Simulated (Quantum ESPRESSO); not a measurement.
As:

```xyz
1
Lattice="2.7037 0.0000 0.0000 0.0000 2.7037 0.0000 0.0000 0.0000 2.7037" Properties=species:S:1:pos:R:3 pbc="T T T"
As    1.3518    1.3518    1.3518
```

This isn't the form of As at room conditions, which is rhombohedral.

Base run:

```yaml
Program: Quantum ESPRESSO 7.5
Functional: PBEsol
Potentials_or_basis: GBRV 1.5 PBEsol
Cutoff: 612 eV
Density_cutoff: 4898 eV
k_mesh: 10 × 10 × 10
Occupations: fermi-dirac, width 0.05 eV
Spin: no spin polarisation
```

Its results: band gap on the k mesh none (metal or under the smearing width); pressure -1.1 GPa.

Problem. The run is repeated on the same cell with these changes: functional from PBEsol to LDA; potentials or basis from GBRV 1.5 PBEsol to GBRV 1.5 LDA. What comes out?

Solution. Band gap on the k mesh none (metal or under the smearing width); pressure -2.7 GPa.

Caveats: some levels on the path didn't converge (some runs).
